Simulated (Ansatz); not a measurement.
## LiF (zincblende): gap against strain (uniaxial along [111], other directions held)

Zincblende LiF, relaxed with r2SCAN in the PAW code Ansatz, then strained (uniaxial along [111], other directions held; changes of length per length, axes as in the cell below) with the atoms relaxed again within the symmetry that is left. It is cubic, F-43m (No. 216); conventional cell a = 4.289 Å, 9.86 Å³ an atom. Li has 4 F at 1.86 Å; F has 4 Li at 1.86 Å. Spin-unpolarised throughout. Whether this structure exists isn't addressed.

```xyz
2
Lattice="0.0000 2.1446 2.1446 2.1446 0.0000 2.1446 2.1446 2.1446 0.0000" Properties=species:S:1:pos:R:3 pbc="T T T"
Li    0.0000    0.0000    0.0000
F     1.0723    1.0723    1.0723
```

Gaps are the least over each mesh (PBE 10×10×10, r2SCAN 10×10×10, HSE06 8×8×8 when unstrained) and the special points, which keep their unstrained names; stress is the change from the unstrained cell, compression positive.

| strain (%) | gap, PBE (eV) | gap, r2SCAN (eV) | gap, HSE06 (eV) | edges, HSE06 | stress along the strain, r2SCAN (GPa) | energy rise, r2SCAN (meV/atom) |
| --- | --- | --- | --- | --- | --- | --- |
| -3.24 | 8.024 | 8.764 | 10.221 | Γ | +3.55 | 3.6 |
| -3.0 | 8.019 | 8.759 | 10.215 | Γ | +3.33 | 3.1 |
| -2.28 | 7.997 | 8.735 | 10.189 | Γ | +2.48 | 1.8 |
| 0.0 | 7.930 | 8.663 | 10.111 | Γ | 0.00 | 0.0 |

Question: Estimate the row for a strain of +5.38 %.

Answer:

| strain (%) | gap, PBE (eV) | gap, r2SCAN (eV) | gap, HSE06 (eV) | edges, HSE06 | stress along the strain, r2SCAN (GPa) | energy rise, r2SCAN (meV/atom) |
| --- | --- | --- | --- | --- | --- | --- |
| +5.38 | 7.568 | 8.287 | 9.722 | Γ | -5.47 | 9.1 |

Between zero and the nearest strains the slope of the HSE06 gap against strain is -0.034 eV per percent for negative and -0.072 for positive strain.

The meshes of the hybrids are coarse, so their gaps aren't converged to the digits shown.
